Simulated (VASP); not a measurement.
# Si (Fd-3m) in VASP: further runs

One crystal, Si, is run at these levels: PBE; tasks: single point.

All numbers are computed with VASP 6.6.1; they aren't measurements. Logs are shortened: lines on timing, memory, paths and dates and some standing lists are left out, and cuts for length are marked.

### 1 The undisturbed crystal

It takes space group Fd-3m (No. 227, cubic). Conventional cell: a = 5.444 Å, b = 5.444 Å, c = 5.444 Å, α = 90.00°, β = 90.00°, γ = 90.00°. Around Si (site symmetry -43m) lie 4 Si at 2.36 Å.

### 2 Single point, PBE (grid = ENCUT=350 dk=0.6 cell=3x3x3 ISMEAR=0 SIGMA=0.05 LREAL=Auto EDIFF=1e-06)

INCAR

```
PREC = Accurate
ENCUT = 350
EDIFF = 1E-6
ISMEAR = 0
SIGMA = 0.05
LREAL = Auto
LASPH = T
NELM = 120
ALGO = Fast
ISIF = 2
LWAVE = F
LCHARG = F
GGA = PE
NBANDS = 126
NCORE = 1
KPAR = 2
```

KPOINTS

```
regular mesh
0
Gamma
  2 2 2
```

POSCAR

```
Si53C
1.0
    0.0000000000      8.1655535595      8.1655535595
    8.1655535595      0.0000000000      8.1655535595
    8.1655535595      8.1655535595      0.0000000000
C Si
1 53
Direct
    0.1666666667      0.1666666667      0.1666666667
    0.1666666667      0.1666666667      0.5000000000
    0.1666666667      0.1666666667      0.8333333333
    0.1666666667      0.5000000000      0.1666666667
    0.1666666667      0.5000000000      0.5000000000
    0.1666666667      0.5000000000      0.8333333333
    0.1666666667      0.8333333333      0.1666666667
    0.1666666667      0.8333333333      0.5000000000
    0.1666666667      0.8333333333      0.8333333333
    0.5000000000      0.1666666667      0.1666666667
    0.5000000000      0.1666666667      0.5000000000
    0.5000000000      0.1666666667      0.8333333333
    0.5000000000      0.5000000000      0.1666666667
    0.5000000000      0.5000000000      0.5000000000
    0.5000000000      0.5000000000      0.8333333333
    0.5000000000      0.8333333333      0.1666666667
    0.5000000000      0.8333333333      0.5000000000
    0.5000000000      0.8333333333      0.8333333333
    0.8333333333      0.1666666667      0.1666666667
    0.8333333333      0.1666666667      0.5000000000
    0.8333333333      0.1666666667      0.8333333333
    0.8333333333      0.5000000000      0.1666666667
    0.8333333333      0.5000000000      0.5000000000
    0.8333333333      0.5000000000      0.8333333333
    0.8333333333      0.8333333333      0.1666666667
    0.8333333333      0.8333333333      0.5000000000
    0.8333333333      0.8333333333      0.8333333333
    0.2500000000      0.2500000000      0.2500000000
    0.2500000000      0.2500000000      0.5833333333
    0.2500000000      0.2500000000      0.9166666667
    0.2500000000      0.5833333333      0.2500000000
    0.2500000000      0.5833333333      0.5833333333
    0.2500000000      0.5833333333      0.9166666667
    0.2500000000      0.9166666667      0.2500000000
    0.2500000000      0.9166666667      0.5833333333
    0.2500000000      0.9166666667      0.9166666667
    0.5833333333      0.2500000000      0.2500000000
    0.5833333333      0.2500000000      0.5833333333
    0.5833333333      0.2500000000      0.9166666667
    0.5833333333      0.5833333333      0.2500000000
    0.5833333333      0.5833333333      0.5833333333
    0.5833333333      0.5833333333      0.9166666667
    0.5833333333      0.9166666667      0.2500000000
    0.5833333333      0.9166666667      0.5833333333
    0.5833333333      0.9166666667      0.9166666667
    0.9166666667      0.2500000000      0.2500000000
    0.9166666667      0.2500000000      0.5833333333
    0.9166666667      0.2500000000      0.9166666667
    0.9166666667      0.5833333333      0.2500000000
    0.9166666667      0.5833333333      0.5833333333
    0.9166666667      0.5833333333      0.9166666667
    0.9166666667      0.9166666667      0.2500000000
    0.9166666667      0.9166666667      0.5833333333
    0.9166666667      0.9166666667      0.9166666667
```

Potentials or basis: VASP PAW PBE potentials, release 64 (C, Si).

Launch:

```
$ cat potpaw_PBE.64/C/POTCAR potpaw_PBE.64/Si/POTCAR > POTCAR
$ mpirun -np 4 vasp_std > vasp.out
```

OUTCAR:

```text
PREC = Accurate
   ENCUT = 350
   EDIFF = 1E-6
   ISMEAR = 0
   LREAL = Auto
   LASPH = T
   NELM = 120
   ISIF = 2
   GGA = PE

 Found      3 irreducible k-points:

 Following reciprocal coordinates:
            Coordinates               Weight
  0.000000  0.000000  0.000000      1.000000
  0.500000  0.000000  0.000000      4.000000
  0.500000  0.500000  0.000000      3.000000
   k-points           NKPTS =      3   k-points in BZ     NKDIM =      3   number of bands    NBANDS=    126
   number of dos      NEDOS =    301   number of ions     NIONS =     54
   total plane-waves  NPLWV = 343000
   dimension x,y,z NGX =    70 NGY =   70 NGZ =   70
   dimension x,y,z NGXF=   140 NGYF=  140 NGZF=  140
   ions per type =               1  53
   NGX,Y,Z   is equivalent  to a cutoff of  10.08, 10.08, 10.08 a.u.
   NGXF,Y,Z  is equivalent  to a cutoff of  20.15, 20.15, 20.15 a.u.
 SYSTEM =  unknown system
   PREC   = accura    normal or accurate (medium, high low for compatibility)
   ISTART =      0    job   : 0-new  1-cont  2-samecut
   ICHARG =      2    charge: 1-file 2-atom 10-const
   ISPIN  =      1    spin polarized calculation?
   LNONCOLLINEAR =      F non collinear calculations
   LSORBIT =      F    spin-orbit coupling
   LASPH  =      T    aspherical Exc in radial PAW
   ENCUT  =  350.0 eV  25.72 Ry    5.07 a.u.  17.62 17.62 17.62*2*pi/ulx,y,z
   NELM   =    120;   NELMIN=  2; NELMDL= -5     # of ELM steps
   EDIFF  = 0.1E-05   stopping-criterion for ELM
   LREAL  =      T    real-space projection
   EDIFFG = 0.1E-04   stopping-criterion for IOM
   NSW    =      0    number of steps for IOM
   IBRION =     -1    ionic relax: 0-MD 1-quasi-New 2-CG
   NFREE  =      0    steps in history (QN), initial steepest desc. (CG)
   ISIF   =      2    stress and relaxation
   ISYM   =      2    0-nonsym 1-usesym 2-fastsym
   POTIM  = 0.5000    time-step for ionic-motion
   TEBEG  =    0.0;   TEEND  =   0.0 temperature during run
   PSTRESS=    0.0 pullay stress
   NELECT =     216.0000    total number of electrons
   NUPDOWN=      -1.0000    fix difference up-down
   EMIN   =  10.00;   EMAX   =-10.00  energy-range for DOS
   EFERMI =   0.00;   METHOD = LEGACY
   ISMEAR =     0;   SIGMA  =   0.05  broadening in eV -4-tet -1-fermi 0-gaus
   EFERMI_NEDOS =   21; number of points for ismear=-14 and -15
   IALGO  =     68    algorithm
   IMIX   =      4    mixing-type and parameters
     AMIX     =   0.40;   BMIX     =  1.00
     AMIX_MAG =   1.60;   BMIX_MAG =  1.00
  volume/ion in A,a.u.               =      20.16       136.08
  Fermi-wavevector in a.u.,A,eV,Ry     =   0.954766  1.804247 12.402783  0.911579
  Thomas-Fermi vector in A             =   2.083543
   LORBIT       =      0    0 simple, 1 ext, 2 COOP (PROOUT), +10 PAW based schemes
   GGA     = PE    functional components
   LHFCALC =     F    Hartree Fock is set to
   AEXX    =    0.0000 exact exchange contribution
   IVDW    =     0    specifies the selected vdW correction
   LEPSILON=     F    determine dielectric tensor
   LRPA    =     F    only Hartree local field effects (RPA)
 non-spin polarized calculation
 RMM-DIIS sequential band-by-band and
 Gauss-broadening in eV      SIGMA  =   0.05
  energy-cutoff  :      350.00
  volume of cell :     1088.90
 maximum number of plane-waves:     16361
   NGX = 35   NGY = 35   NGZ = 35

 number of electron     216.0000000 magnetization

 Free energy of the ion-electron system (eV)
  ---------------------------------------------------
  ext. energy  EPLUGINS =         0.00000000
  ---------------------------------------------------
  free energy    TOTEN  =      -292.67459584 eV

  energy without entropy =     -292.67459583  energy(sigma->0) =     -292.67459584

 E-fermi :   5.8200     XC(G=0):  -9.3500

 val. band max:        5.6302051022   @ k =   0.0000   0.0000   0.0000
 cond. band min:       6.0025974812   @ k =   0.0000   0.0000   0.0000
 fundamental gap:      0.3723923790
 Fermi energy:         5.8199678327

 k-point     1 :       0.0000    0.0000    0.0000
  band No.  band energies     occupation
      1      -6.2521      2.00000
      2      -4.9065      2.00000
      3      -4.9054      2.00000
      4      -4.9054      2.00000
      5      -4.9054      2.00000
      6      -4.8963      2.00000
[... 112 lines left out ...]
    119       7.2411      0.00000
    120       7.2439      0.00000

 k-point     2 :       0.5000    0.0000    0.0000
  band No.  band energies     occupation
      1      -5.9078      2.00000
      2      -5.8825      2.00000
      3      -4.9803      2.00000
      4      -4.9788      2.00000
      5      -4.9788      2.00000
      6      -4.9644      2.00000
[... 112 lines left out ...]
    119       7.6438      0.00000
    120       7.6769      0.00000

 k-point     3 :       0.5000    0.5000    0.0000
  band No.  band energies     occupation
      1      -5.7851      2.00000
      2      -5.7632      2.00000
      3      -5.3295      2.00000
      4      -5.3158      2.00000
      5      -5.3158      2.00000
      6      -5.2943      2.00000
[... 112 lines left out ...]
    119       7.6960      0.00000
    120       7.7457      0.00000
 [bands above 120 left out]

------------------------ aborting loop because EDIFF is reached ----------------------------------------

  FORCE on cell =-STRESS in cart. coord.  units (eV):
  Direction    XX          YY          ZZ          XY          YZ          ZX
  --------------------------------------------------------------------------------------
  -------------------------------------------------------------------------------------
  Total       -0.5257348     -0.5257348     -0.5257348      0.0000000     -0.0000000      0.0000000
  in kB       -0.7735536     -0.7735536     -0.7735536      0.0000000     -0.0000000      0.0000000
  external PRESSURE =      -0.7735536 kB  Pullay stress =       0.0000000 kB

 VOLUME and BASIS-vectors are now :
 -----------------------------------------------------------------------------
  energy-cutoff  :      350.00
  volume of cell :     1088.90
      direct lattice vectors                 reciprocal lattice vectors
     0.000000000  8.165553559  8.165553559    -0.061232836  0.061232836  0.061232836
     8.165553559  0.000000000  8.165553559     0.061232836 -0.061232836  0.061232836
     8.165553559  8.165553559  0.000000000     0.061232836  0.061232836 -0.061232836

 POSITION                                       TOTAL-FORCE (eV/Angst)
 -----------------------------------------------------------------------------------
      2.72185      2.72185      2.72185         0.000000      0.000000      0.000000
      5.44370      5.44370      2.72185        -0.070961     -0.070961     -0.061403
      8.16555      8.16555      2.72185         0.070961      0.070961     -0.061403
      5.44370      2.72185      5.44370        -0.070961     -0.061403     -0.070961
      8.16555      5.44370      5.44370         0.001936     -0.001936     -0.001936
     10.88740      8.16555      5.44370         0.061403      0.070961     -0.070961
[... 46 lines left out ...]
     12.24833     12.24833     14.97018         0.006626      0.006626     -0.012707
     14.97018     14.97018     14.97018         0.000000      0.000000      0.000000
 -----------------------------------------------------------------------------------
    total drift:                                0.000000      0.000000      0.000000

  FREE ENERGIE OF THE ION-ELECTRON SYSTEM (eV)
  ---------------------------------------------------
  free  energy   TOTEN  =      -292.6745958417 eV

  energy  without entropy=     -292.6745958301  energy(sigma->0) =     -292.67459584
```

It took 3.1 min on 4 MPI ranks of Intel Xeon Platinum 8259CL at 2.50GHz (Skylake/Cascade Lake), shared host; peak memory 0.52 GiB.

The run converged, but a check on its numbers failed (symmetry, net force, bounds or a known fault of this set-up), so they aren't taken as properties of the crystal.

Caveat: the cutoff lies under the usual one of these potentials, so the numbers hold a large basis-set error.

### 3 Single point, PBE (grid = ENCUT=350 dk=0.35 cell=3x3x3 ISMEAR=0 SIGMA=0.05 LREAL=Auto EDIFF=1e-06)

INCAR

```
PREC     = Accurate       # precision mode
ENCUT    = 350            # plane-wave cutoff, eV
EDIFF    = 1E-6           # SCF threshold, eV
ISMEAR   = 0              # smearing method
SIGMA    = 0.05           # smearing width, eV
LREAL    = Auto         
LASPH    = True           # aspherical terms in the spheres
NELM     = 120            # most SCF steps
ALGO     = Fast           # electronic algorithm
ISIF     = 2              # what is computed and relaxed
LWAVE    = False          # write WAVECAR
LCHARG   = False          # write CHGCAR
GGA      = PE             # functional
NBANDS   = 126            # bands
NCORE    = 1            
KPAR     = 2
```

KPOINTS

```
Automatic mesh
0
Gamma
  2 2 2
```

Edit POSCAR of step 2 so:

```diff
@@ -1,2 +1,2 @@
-Si53C
+Si
 1.0
@@ -5,4 +5,4 @@
     8.1655535595      8.1655535595      0.0000000000
-C Si
-1 53
+Si
+54
 Direct
```

Potentials or basis: VASP PAW PBE potentials, release 64 (Si).

Launch:

```
$ cat potpaw_PBE.64/Si/POTCAR > POTCAR
$ mpirun -np 4 vasp_std > vasp.out
```

OUTCAR:

```text
PREC = Accurate
   ENCUT = 350
   EDIFF = 1E-6
   ISMEAR = 0
   LREAL = Auto
   LASPH = True
   NELM = 120
   ISIF = 2
   GGA = PE

 Found      3 irreducible k-points:

 Following reciprocal coordinates:
            Coordinates               Weight
  0.000000  0.000000  0.000000      1.000000
  0.500000  0.000000  0.000000      4.000000
  0.500000  0.500000  0.000000      3.000000
   k-points           NKPTS =      3   k-points in BZ     NKDIM =      3   number of bands    NBANDS=    126
   number of dos      NEDOS =    301   number of ions     NIONS =     54
   total plane-waves  NPLWV = 343000
[... 448 lines left out ...]
  Total        8.7259076      8.7259076      8.7259076     -0.0000000      0.0000000      0.0000000
  in kB       12.8390917     12.8390917     12.8390917     -0.0000000      0.0000000      0.0000000
  external PRESSURE =      12.8390917 kB  Pullay stress =       0.0000000 kB

 VOLUME and BASIS-vectors are now :
 -----------------------------------------------------------------------------
  energy-cutoff  :      350.00
  volume of cell :     1088.90
      direct lattice vectors                 reciprocal lattice vectors
     0.000000000  8.165553559  8.165553559    -0.061232836  0.061232836  0.061232836
     8.165553559  0.000000000  8.165553559     0.061232836 -0.061232836  0.061232836
     8.165553559  8.165553559  0.000000000     0.061232836  0.061232836 -0.061232836

 POSITION                                       TOTAL-FORCE (eV/Angst)
 -----------------------------------------------------------------------------------
      2.72185      2.72185      2.72185         0.000000      0.000000      0.000000
      5.44370      5.44370      2.72185         0.000000      0.000000      0.000000
      8.16555      8.16555      2.72185         0.000000      0.000000      0.000000
      5.44370      2.72185      5.44370         0.000000      0.000000      0.000000
      8.16555      5.44370      5.44370         0.000000      0.000000     -0.000000
     10.88740      8.16555      5.44370         0.000000      0.000000      0.000000
[... 46 lines left out ...]
     12.24833     12.24833     14.97018        -0.000000     -0.000000     -0.000000
     14.97018     14.97018     14.97018        -0.000000     -0.000000      0.000000
 -----------------------------------------------------------------------------------
    total drift:                                0.000001      0.000001      0.000001

  FREE ENERGIE OF THE ION-ELECTRON SYSTEM (eV)
  ---------------------------------------------------
  free  energy   TOTEN  =      -292.2078933769 eV

  energy  without entropy=     -292.2078933769  energy(sigma->0) =     -292.20789338
```

OSZICAR:

```text
N       E                     dE             d eps       ncg     rms          rms(c)
DAV:   1     0.487949167281E+03    0.48795E+03   -0.65988E+04   756   0.103E+03
DAV:   2    -0.245985033655E+03   -0.73393E+03   -0.71196E+03   940   0.176E+02
DAV:   3    -0.295683666441E+03   -0.49699E+02   -0.49080E+02   904   0.426E+01
DAV:   4    -0.297013819616E+03   -0.13302E+01   -0.13229E+01   880   0.847E+00
DAV:   5    -0.297061680616E+03   -0.47861E-01   -0.47814E-01   928   0.145E+00    0.254E+01
RMM:   6    -0.293687481652E+03    0.33742E+01   -0.18449E+00   774   0.253E+00    0.155E+01
RMM:   7    -0.292136547228E+03    0.15509E+01   -0.50294E+00   828   0.428E+00    0.880E-01
RMM:   8    -0.292190117974E+03   -0.53571E-01   -0.47085E-01   845   0.155E+00    0.431E-01
RMM:   9    -0.292204694633E+03   -0.14577E-01   -0.11144E-01   847   0.718E-01    0.456E-01
RMM:  10    -0.292206654342E+03   -0.19597E-02   -0.17748E-02   882   0.334E-01    0.344E-01
RMM:  11    -0.292207643042E+03   -0.98870E-03   -0.10216E-02   835   0.244E-01    0.312E-01
RMM:  12    -0.292207835547E+03   -0.19251E-03   -0.17553E-03   887   0.119E-01    0.152E-01
RMM:  13    -0.292207881001E+03   -0.45453E-04   -0.44369E-04   920   0.529E-02    0.180E-01
RMM:  14    -0.292207898375E+03   -0.17375E-04   -0.10250E-04   858   0.257E-02    0.186E-01
RMM:  15    -0.292207892445E+03    0.59303E-05   -0.31548E-05   853   0.149E-02    0.159E-01
RMM:  16    -0.292207893377E+03   -0.93180E-06   -0.92501E-06   764   0.792E-03
   1 F= -.29220789E+03 E0= -.29220789E+03  d E =-.496105E-11
```

Run time: 3.8 min. Hardware: 4 MPI ranks of AMD EPYC 7R13 (Zen 3), shared host; peak memory 0.47 GiB.

These settings aren't checked as converged: the numbers below hold their error.

What came out:

* Free energy: -292.2079 eV
* Pressure: 1.3 GPa
* Band gap on the k mesh: 0.72 eV

(Continued in part 2 of 2.)
